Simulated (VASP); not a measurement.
# Si2Ni (Fm-3m) in VASP: notebook

One crystal, Si2Ni, is run at these levels: PBE, LDA, PBE+D3(BJ); tasks: single point, relaxation of cell and atoms.

Program: VASP 6.6.1. These are calculated values, not measurements. Logs are shortened: lines on timing, memory, paths and dates and some standing lists are left out, and cuts for length are marked.

### 1 The structure

The structure is cubic, space group Fm-3m (No. 225). Conventional cell: a = 5.406 Å, b = 5.406 Å, c = 5.406 Å, α = 90.00°, β = 90.00°, γ = 90.00°. Ni (site symmetry m-3m) is surrounded by 8 Si at 2.34 Å. Si (site symmetry -43m) is surrounded by 4 Ni at 2.34 Å.

### 2 Single point, PBE, collinear spin, ferromagnetic start

Input file INCAR:

```
  PREC = Accurate
  ENCUT = 520
  EDIFF = 1E-7
  ISMEAR = -1
  SIGMA = 0.05
  LREAL = F
  LASPH = T
  NELM = 100
  ALGO = Fast
  ISIF = 2
  LWAVE = F
  LCHARG = F
  ISPIN = 2
  MAGMOM = 2.5 0 0
  LORBIT = 11
  LMAXMIX = 4
  GGA = PE
```

Input file KPOINTS:

```
regular mesh
0
Gamma
  9 9 9
```

Input file POSCAR:

```
Si2Ni
1.0
    0.0000000000      2.7030000000      2.7030000000
    2.7030000000      0.0000000000      2.7030000000
    2.7030000000      2.7030000000      0.0000000000
Ni Si
1 2
Direct
    0.0000000000      0.0000000000      0.0000000000
    0.7500000000      0.7500000000      0.7500000000
    0.2500000000      0.2500000000      0.2500000000
```

Potentials or basis: VASP PAW PBE potentials, release 64 (Ni, Si).

Started as:

```
$ cat potpaw_PBE.64/Ni/POTCAR potpaw_PBE.64/Si/POTCAR > POTCAR
$ mpirun -np 1 vasp_std > vasp.out
```

OUTCAR:

```text
PREC = Accurate
   ENCUT = 520
   EDIFF = 1E-7
   ISMEAR = -1
   LREAL = F
   LASPH = T
   NELM = 100
   ISIF = 2
   ISPIN = 2
   LORBIT = 11
   GGA = PE

 ion  position               nearest neighbor table
   1  0.000  0.000  0.000-   2 2.34   2 2.34   3 2.34   3 2.34   2 2.34   2 2.34   3 2.34   3 2.34

   2  0.750  0.750  0.750-   1 2.34   1 2.34   1 2.34   1 2.34   3 2.70   3 2.70   3 2.70   3 2.70
                             3 2.70   3 2.70
   3  0.250  0.250  0.250-   1 2.34   1 2.34   1 2.34   1 2.34   2 2.70   2 2.70   2 2.70   2 2.70
                             2 2.70   2 2.70

  LATTYP: Found a face centered cubic cell.
 ALAT       =     5.4060000000

  Lattice vectors:

 A1 = (   0.0000000000,   2.7030000000,   2.7030000000)
 A2 = (   2.7030000000,   0.0000000000,   2.7030000000)
 A3 = (   2.7030000000,   2.7030000000,   0.0000000000)

Analysis of symmetry for initial positions (statically):
=====================================================================
 Subroutine PRICEL returns:
 Original cell was already a primitive cell.

 Routine SETGRP: Setting up the symmetry group for a
 face centered cubic supercell.

 Subroutine GETGRP returns: Found 48 space group operations
 (whereof 48 operations were pure point group operations)
 out of a pool of 48 trial point group operations.

The static configuration has the point symmetry O_h .

Analysis of symmetry for dynamics (positions and initial velocities):
=====================================================================
 Subroutine PRICEL returns:
 Original cell was already a primitive cell.

 Routine SETGRP: Setting up the symmetry group for a
 face centered cubic supercell.

 Subroutine GETGRP returns: Found 48 space group operations
 (whereof 48 operations were pure point group operations)
 out of a pool of 48 trial point group operations.

The dynamic configuration has the point symmetry O_h .

Analysis of structural, dynamic, and magnetic symmetry:
=====================================================================
 Subroutine PRICEL returns:
 Original cell was already a primitive cell.

 Routine SETGRP: Setting up the symmetry group for a
 face centered cubic supercell.

 Subroutine GETGRP returns: Found 48 space group operations
 (whereof 48 operations were pure point group operations)
 out of a pool of 48 trial point group operations.

The overall configuration has the point symmetry O_h .

 Subroutine INISYM returns: Found 48 space group operations
 (whereof 48 operations are pure point group operations),
 and found     1 'primitive' translations

----------------------------------------------------------------------------------------

                                     Primitive cell

  volume of cell :      39.4974

  direct lattice vectors                    reciprocal lattice vectors
     0.000000000  2.703000000  2.703000000    -0.184979652  0.184979652  0.184979652
     2.703000000  0.000000000  2.703000000     0.184979652 -0.184979652  0.184979652
     2.703000000  2.703000000  0.000000000     0.184979652  0.184979652 -0.184979652

  length of vectors
     3.822619259  3.822619259  3.822619259     0.320394156  0.320394156  0.320394156

  position of ions in fractional coordinates (direct lattice)
     0.000000000  0.000000000  0.000000000
     0.750000000  0.750000000  0.750000000
     0.250000000  0.250000000  0.250000000

  ion indices of the primitive-cell ions
   primitive index   ion index
                 1           1
                 2           2
                 3           3

----------------------------------------------------------------------------------------

 KPOINTS: regular mesh

Automatic generation of k-mesh.
 Grid dimensions read from file:
 generate k-points for:    9    9    9

 Generating k-lattice:

  Cartesian coordinates                     Fractional coordinates (reciprocal lattice)
    -0.020553295  0.020553295  0.020553295     0.111111111  0.000000000  0.000000000
     0.020553295 -0.020553295  0.020553295     0.000000000  0.111111111  0.000000000
     0.020553295  0.020553295 -0.020553295     0.000000000  0.000000000  0.111111111

  Length of vectors
     0.035599351  0.035599351  0.035599351

  Shift w.r.t. Gamma in fractional coordinates (k-lattice)
[... 49 lines left out ...]
   LASPH  =      T    aspherical Exc in radial PAW
   ENCUT  =  520.0 eV  38.22 Ry    6.18 a.u.   7.11  7.11  7.11*2*pi/ulx,y,z
   NELM   =    100;   NELMIN=  2; NELMDL= -5     # of ELM steps
   EDIFF  = 0.1E-06   stopping-criterion for ELM
   LREAL  =      F    real-space projection
   EDIFFG = 0.1E-05   stopping-criterion for IOM
   NSW    =      0    number of steps for IOM
   IBRION =     -1    ionic relax: 0-MD 1-quasi-New 2-CG
   NFREE  =      0    steps in history (QN), initial steepest desc. (CG)
   ISIF   =      2    stress and relaxation
   ISYM   =      2    0-nonsym 1-usesym 2-fastsym
   POTIM  = 0.5000    time-step for ionic-motion
   TEBEG  =    0.0;   TEEND  =   0.0 temperature during run
   PSTRESS=    0.0 pullay stress
   NELECT =      18.0000    total number of electrons
   NUPDOWN=      -1.0000    fix difference up-down
   EMIN   =  10.00;   EMAX   =-10.00  energy-range for DOS
   EFERMI =   0.00;   METHOD = LEGACY
   ISMEAR =    -1;   SIGMA  =   0.05  broadening in eV -4-tet -1-fermi 0-gaus
   EFERMI_NEDOS =   21; number of points for ismear=-14 and -15
   IALGO  =     68    algorithm
   IMIX   =      4    mixing-type and parameters
     AMIX     =   0.40;   BMIX     =  1.00
     AMIX_MAG =   1.60;   BMIX_MAG =  1.00
  volume/ion in A,a.u.               =      13.17        88.85
  Fermi-wavevector in a.u.,A,eV,Ry     =   1.259823  2.380721 21.594550  1.587155
  Thomas-Fermi vector in A             =   2.393364
   LORBIT       =     11    0 simple, 1 ext, 2 COOP (PROOUT), +10 PAW based schemes
   GGA     = PE    functional components
   LHFCALC =     F    Hartree Fock is set to
   AEXX    =    0.0000 exact exchange contribution
   IVDW    =     0    specifies the selected vdW correction
   LEPSILON=     F    determine dielectric tensor
   LRPA    =     F    only Hartree local field effects (RPA)
 spin polarized calculation
 RMM-DIIS sequential band-by-band and
  energy-cutoff  :      520.00
  volume of cell :       39.50
 maximum number of plane-waves:      1073
   NGX = 15   NGY = 15   NGZ = 15

 number of electron      17.9999999 magnetization      -0.0000090

 number of electron      17.9999999 magnetization       0.0000443

 Free energy of the ion-electron system (eV)
  ---------------------------------------------------
  ext. energy  EPLUGINS =         0.00000000
  ---------------------------------------------------
  free energy    TOTEN  =       -17.36425312 eV

  energy without entropy =      -17.35672684  energy(sigma->0) =      -17.36048998

 E-fermi :  10.4731     XC(G=0): -11.5863

 val. band max:       10.4115386168   @ k =   0.3333   0.2222   0.0000
 cond. band min:      10.5309070957   @ k =   0.1111   0.1111   0.0000
 fundamental gap:      0.1193684789
 Fermi energy:        10.4730940117

 spin component 1

 k-point     1 :       0.0000    0.0000    0.0000
  band No.  band energies     occupation
      1      -3.3984      1.00000
      2       5.2534      1.00000
      3       5.2534      1.00000
      4       5.2534      1.00000
      5       6.9458      1.00000
      6       6.9458      1.00000
      7      10.1556      0.99826
      8      12.1557      0.00000
      9      12.1558      0.00000
     10      12.1558      0.00000
     11      12.7373      0.00000
     12      12.7373      0.00000
     13      12.7373      0.00000
     14      15.1798      0.00000
[... 379 lines left out ...]
      3       3.1926      1.00000
      4       5.8525      1.00000
      5       5.8525      1.00000
      6       6.9968      1.00000
      7       6.9968      1.00000
      8       7.0829      1.00000
      9       7.3370      1.00000
     10      10.0347      0.99984
     11      11.8906      0.00000
     12      18.1520      0.00000
     13      18.4741      0.00000
     14      18.4741      0.00000

 [... further k-points ...]

 spin component 2

 k-point     1 :       0.0000    0.0000    0.0000
  band No.  band energies     occupation
      1      -3.3984      1.00000
      2       5.2534      1.00000
      3       5.2534      1.00000
      4       5.2534      1.00000
      5       6.9458      1.00000
      6       6.9458      1.00000
      7      10.1556      0.99826
      8      12.1558      0.00000
      9      12.1558      0.00000
     10      12.1558      0.00000
     11      12.7373      0.00000
     12      12.7373      0.00000
     13      12.7373      0.00000
     14      15.1798      0.00000
[... 379 lines left out ...]
      3       3.1926      1.00000
      4       5.8525      1.00000
      5       5.8525      1.00000
      6       6.9968      1.00000
      7       6.9968      1.00000
      8       7.0829      1.00000
      9       7.3370      1.00000
     10      10.0347      0.99984
     11      11.8906      0.00000
     12      18.1520      0.00000
     13      18.4741      0.00000
     14      18.4741      0.00000

 [... further k-points ...]

------------------------ aborting loop because EDIFF is reached ----------------------------------------

  FORCE on cell =-STRESS in cart. coord.  units (eV):
  Direction    XX          YY          ZZ          XY          YZ          ZX
  --------------------------------------------------------------------------------------
  -------------------------------------------------------------------------------------
  Total        0.9330999      0.9330999      0.9330999     -0.0000000     -0.0000000     -0.0000000
  in kB       37.8504113     37.8504113     37.8504113     -0.0000000     -0.0000000     -0.0000000
  external PRESSURE =      37.8504113 kB  Pullay stress =       0.0000000 kB

 VOLUME and BASIS-vectors are now :
 -----------------------------------------------------------------------------
  energy-cutoff  :      520.00
  volume of cell :       39.50
      direct lattice vectors                 reciprocal lattice vectors
     0.000000000  2.703000000  2.703000000    -0.184979652  0.184979652  0.184979652
     2.703000000  0.000000000  2.703000000     0.184979652 -0.184979652  0.184979652
     2.703000000  2.703000000  0.000000000     0.184979652  0.184979652 -0.184979652

 POSITION                                       TOTAL-FORCE (eV/Angst)
 -----------------------------------------------------------------------------------
      0.00000      0.00000      0.00000        -0.000000     -0.000000     -0.000000
      4.05450      4.05450      4.05450        -0.000000      0.000000     -0.000000
      1.35150      1.35150      1.35150         0.000000     -0.000000      0.000000
 -----------------------------------------------------------------------------------
    total drift:                               -0.000000     -0.000000      0.000000

  FREE ENERGIE OF THE ION-ELECTRON SYSTEM (eV)
  ---------------------------------------------------
  free  energy   TOTEN  =       -17.3642531242 eV

  energy  without entropy=      -17.3567268372  energy(sigma->0) =      -17.36048998

 total charge

# of ion       s       p       d       tot
------------------------------------------
    1        0.560   0.796   8.451   9.808
    2        0.746   0.842   0.000   1.588
    3        0.746   0.842   0.000   1.588
--------------------------------------------------
tot          2.051   2.481   8.451  12.984

 magnetization (x)

# of ion       s       p       d       tot
------------------------------------------
    1       -0.000  -0.000   0.000  -0.000
    2        0.000   0.000   0.000   0.000
    3        0.000   0.000   0.000   0.000
--------------------------------------------------
tot          0.000   0.000   0.000   0.000
```

Run time: 40 s. Hardware: 1 thread of Intel Xeon Platinum 8375C at 2.90GHz (Ice Lake), shared host; peak memory 0.18 GiB.

Results:

* Free energy: -17.3643 eV
* Pressure: 3.8 GPa
* Band gap on the k mesh: none (metal or under the smearing width)
* Net moment: 0.00 μB per cell
* Valence electrons inside the program's atomic spheres: Ni 9.81; Si 1.59

Levels at points of the mesh, in eV from the Fermi level:
Spin up:
```
           k point  band 7  band 8  band 9  band 10  band 11  band 12
(0.00, 0.00, 0.00)   -0.32    1.68    1.68     1.68     2.26     2.26
```
Spin down:
| k point | band 6 | band 7 | band 8 | band 9 | band 10 | band 11 | band 12 | band 13 |
| --- | --- | --- | --- | --- | --- | --- | --- | --- |
| (0.00, 0.00, 0.00) | -3.53 | -0.32 | 1.68 | 1.68 | 1.68 | 2.26 | 2.26 | 2.26 |

Caveat: the starting moments collapsed, and a magnetic state may lie lower.

(Part 1 of 2 ends here.)
